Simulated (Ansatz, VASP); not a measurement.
One calculation of RbBr, two programs

```xyz
2
Lattice="0.0000 3.8695 3.8695 3.8695 0.0000 3.8695 3.8695 3.8695 0.0000" Properties=species:S:1:pos:R:3 pbc="T T T"
Rb    0.0000    0.0000    0.0000
Br    1.9347    1.9347    1.9347
```

Alike in both runs: task single point; functional r2SCAN; k mesh 4 × 4 × 4; no spin polarisation.

|  | VASP | Ansatz |
| --- | --- | --- |
| version | VASP 6.6.1 | Ansatz 0.2.0 |
| potentials or method | VASP PAW PBE potentials, release 64 (Rb_sv, Br) | plane waves, PAW |
| plane-wave cutoff (eV) | 520 | 500 |
| occupations | gaussian, width 0.01 eV | fixed |
| valence electrons in the cell | 16 | 16 |

```csv
,VASP,Ansatz,Ansatz less VASP
gap on the k mesh at the Fermi level (eV),4.65,4.65,0.000
```

 A k mesh can miss the band edges. r2SCAN opens gaps a little over a GGA but as a rule still falls short of measured ones.
